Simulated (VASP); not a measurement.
Mg₂Ge in VASP 6.6.1, single-point calculation

INCAR

```
ISMEAR = -1
NSW = 0
LREAL = .FALSE.
LWAVE = .FALSE.
ENCUT = 520
IBRION = -1
EDIFF = 1E-7
LCHARG = .FALSE.
LASPH = .TRUE.
PREC = Accurate
ISIF = 2
NBANDS = 16
NELM = 56
METAGGA = RSCAN
SIGMA = 0.02
```

KPOINTS

```
KPOINTS created by Atomic Simulation Environment
0
Gamma
8 8 8
0 0 0
```

POSCAR

```
Ge Mg
 1.0000000000000000
     0.0000000000000000    3.0557771880000000    3.0557771880000000
     3.0557771880000000    0.0000000000000000    3.0557771880000000
     3.0557771880000000    3.0557771880000000    0.0000000000000000
 Ge  Mg
   1   2
Cartesian
  0.0000000000000000  0.0000000000000000  0.0000000000000000
  1.5278885940000000  1.5278885940000000  1.5278885940000000
  4.5836657819999997  4.5836657819999997  4.5836657819999997
```

The recommended PBE PAW datasets give the neutral cell 18 valence electrons.

Command

```
mpirun -np 1 vasp_std
```

OSZICAR

```
N       E                     dE             d eps       ncg     rms          rms(c)
DAV:   1     0.641492111817E+02    0.64149E+02   -0.92168E+03   992   0.207E+03
DAV:   2    -0.248267007059E+02   -0.88976E+02   -0.85540E+02  1072   0.432E+02
DAV:   3    -0.361100420837E+02   -0.11283E+02   -0.11245E+02  1096   0.908E+01
DAV:   4    -0.364219698788E+02   -0.31193E+00   -0.31190E+00  1176   0.156E+01
DAV:   5    -0.364282627964E+02   -0.62929E-02   -0.62929E-02  1128   0.245E+00    0.365E+00
DAV:   6    -0.347558437169E+02    0.16724E+01   -0.57368E-01  1104   0.490E+00    0.190E+00
DAV:   7    -0.347141978976E+02    0.41646E-01   -0.36110E-01  1136   0.290E+00    0.603E-01
DAV:   8    -0.347255628265E+02   -0.11365E-01   -0.57039E-02  1200   0.383E+00    0.165E-01
DAV:   9    -0.347242777943E+02    0.12850E-02   -0.20190E-03  1184   0.816E-01    0.907E-02
DAV:  10    -0.347239894323E+02    0.28836E-03   -0.17262E-03  1072   0.718E-01    0.185E-02
DAV:  11    -0.347239635828E+02    0.25849E-04   -0.56823E-05  1272   0.916E-02    0.151E-02
DAV:  12    -0.347239232468E+02    0.40336E-04   -0.17868E-05  1152   0.569E-02    0.410E-03
DAV:  13    -0.347239213456E+02    0.19012E-05   -0.39493E-06  1184   0.238E-02    0.274E-03
DAV:  14    -0.347239112397E+02    0.10106E-04   -0.67629E-07  1080   0.530E-03    0.878E-04
DAV:  15    -0.347239096907E+02    0.15490E-05   -0.40357E-08   648   0.304E-03    0.556E-04
DAV:  16    -0.347239075629E+02    0.21279E-05   -0.23851E-08   544   0.167E-03    0.162E-04
DAV:  17    -0.347239069803E+02    0.58259E-06   -0.40987E-09   560   0.513E-04    0.831E-05
DAV:  18    -0.347239066747E+02    0.30554E-06   -0.14460E-09   552   0.250E-04    0.527E-05
DAV:  19    -0.347239066015E+02    0.73222E-07   -0.35945E-10   536   0.124E-04
   1 F= -.34723907E+02 E0= -.34723905E+02  d E =-.230497E-05
```

Standard output (part)

```
POSCAR found type information on POSCAR GeMg
 POSCAR found :  2 types and       3 ions
 LDA part: xc-table for (None), standard interpolation
 POSCAR, INCAR and KPOINTS ok, starting setup
 WAVECAR not read
 entering main loop
```

From OUTCAR

```
k-points           NKPTS =     29   k-points in BZ     NKDIM =     29   number of bands    NBANDS=     16

   NELECT =      18.0000    total number of electrons

   dimension x,y,z NGX =    32 NGY =   32 NGZ =   32
   dimension x,y,z NGXF=    64 NGYF=   64 NGZF=   64

  energy-cutoff  :      520.00
  volume of cell :       57.07
      direct lattice vectors                 reciprocal lattice vectors
     0.000000000  3.055777188  3.055777188    -0.163624495  0.163624495  0.163624495
     3.055777188  0.000000000  3.055777188     0.163624495 -0.163624495  0.163624495
     3.055777188  3.055777188  0.000000000     0.163624495  0.163624495 -0.163624495

 k-points in reciprocal lattice and weights: KPOINTS created by Atomic Simulation Env
   0.00000000  0.00000000  0.00000000       0.002
   0.12500000  0.00000000  0.00000000       0.016
   0.25000000  0.00000000  0.00000000       0.016
   0.37500000  0.00000000  0.00000000       0.016
   0.50000000  0.00000000  0.00000000       0.008
   0.12500000  0.12500000  0.00000000       0.012
   0.25000000  0.12500000  0.00000000       0.047
   0.37500000  0.12500000  0.00000000       0.047
   ...

 E-fermi :   4.3372

 k-point     1 :       0.0000    0.0000    0.0000
  band No.  band energies     occupation
      1     -20.0444      2.00000
      2     -20.0444      2.00000
      3     -20.0444      2.00000
      4     -20.0186      2.00000
      5     -20.0186      2.00000
      6      -6.5662      2.00000
      7       4.1878      1.99886
      8       4.1879      1.99885
      9       4.1879      1.99885
     10       6.5632      0.00000
     11       7.6402      0.00000
     12       7.6402      0.00000
     13       7.6402      0.00000
     14      10.9345      0.00000
     15      10.9345      0.00000
     16      12.5351      0.00000

 k-point     2 :       0.1250    0.0000    0.0000
  band No.  band energies     occupation
      1     -20.0444      2.00000
      2     -20.0441      2.00000
      3     -20.0441      2.00000
      4     -20.0186      2.00000
      5     -20.0186      2.00000
      6      -6.4104      2.00000
      7       2.8686      2.00000
      8       4.0191      2.00000
      9       4.0191      2.00000
     10       6.9262      0.00000
     11       7.9498      0.00000
     12       7.9498      0.00000
     13       8.4420      0.00000
     14      10.1655      0.00000
     15      10.1655      0.00000
     16      12.0778      0.00000

 k-point     3 :       0.2500    0.0000    0.0000
  band No.  band energies     occupation
      1     -20.0442      2.00000
      2     -20.0434      2.00000
      3     -20.0434      2.00000
      4     -20.0185      2.00000
      5     -20.0185      2.00000
      6      -5.9708      2.00000
      7       0.9795      2.00000
      8       3.7044      2.00000
      9       3.7045      2.00000
     10       6.6324      0.00000
     11       8.0538      0.00000
     12       8.0538      0.00000
     13      10.1506      0.00000
     14      10.2276      0.00000
     15      10.2276      0.00000
     16      11.6107      0.00000

 ...

  Total        2.9627374      2.9627374      2.9627374      0.0000000      0.0000000     -0.0000000
  in kB       83.1780414     83.1780414     83.1780414      0.0000000      0.0000000     -0.0000000
  external PRESSURE =      83.1780414 kB  Pullay stress =       0.0000000 kB

 POSITION                                       TOTAL-FORCE (eV/Angst)
 -----------------------------------------------------------------------------------
      0.00000      0.00000      0.00000         0.000000     -0.000000     -0.000000
      1.52789      1.52789      1.52789         0.000000      0.000000      0.000000
      4.58367      4.58367      4.58367        -0.000000     -0.000000     -0.000000
 -----------------------------------------------------------------------------------
    total drift:                                0.000000     -0.000000      0.000000

  FREE ENERGIE OF THE ION-ELECTRON SYSTEM (eV)
  ---------------------------------------------------
  free  energy   TOTEN  =       -34.7239066015 eV

  energy  without entropy=      -34.7239042965  energy(sigma->0) =      -34.72390545
```

It converged. Results: gap between bands v and c on the k mesh 0.30 eV; least direct gap on the k mesh 2.38 eV; pressure 8.3 GPa. Band v is the last that the valence electrons fill when counted band by band, and c is the next.

For comparison, a separate PBE run of the intended cell, on usual settings and not on those above, gives a gap of 0.02 eV on its mesh and a pressure of 9.8 GPa.

The run above took about 80 s on one core of a shared host (Intel Xeon Platinum 8488C) and held 0.19 GiB at most.
